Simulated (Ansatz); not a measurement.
The system is Nb.

```
Nb
1.0
     0.00000    2.11500    2.11500
     2.11500    0.00000    2.11500
     2.11500    2.11500    0.00000
Nb
1
Direct
  0.00000 0.00000 0.00000
```

This isn't the form of Nb at room conditions, which is bcc.

| Quantity | Value |
| --- | --- |
| Program | Ansatz 0.2.0 |
| Task | single point |
| Functional | PBEsol |
| Potentials or basis | all-electron LAPW, scalar-relativistic |
| Cutoff | 200 eV (chosen from the basis error) |
| Basis error allowed | 0.001 eV/atom |
| k mesh | 11 × 11 × 11 |
| Occupations | fermi-dirac, width 0.05 eV |
| Spin | no spin polarisation |

On this cell: pressure -7.4 GPa; band gap on the k mesh none (metal or under the smearing width).

The same run follows on a disturbed copy (cell strained at random at fixed volume):

```xyz
1
Lattice="-0.0410 2.1934 2.1088 2.0464 0.0498 2.0180 2.1263 2.1824 -0.0300" Properties=species:S:1:pos:R:3 pbc="T T T"
Nb   -0.0098    0.0653    0.0554
```

What does the disturbed cell give?

The energy (extrapolated to zero smearing) moves by -20.0 meV/atom; pressure -7.8 GPa; band gap on the k mesh none (metal or under the smearing width).

Stress tensor (GPa, compression positive):
```
 -8.40   0.48  -2.02
  0.48  -3.11   1.08
 -2.02   1.08 -11.78
```

The energy falls, though the first cell shows no forces: that form is unstable against this distortion, unless noise or another electronic state is at work.

The runs don't all hold the same shells in valence.
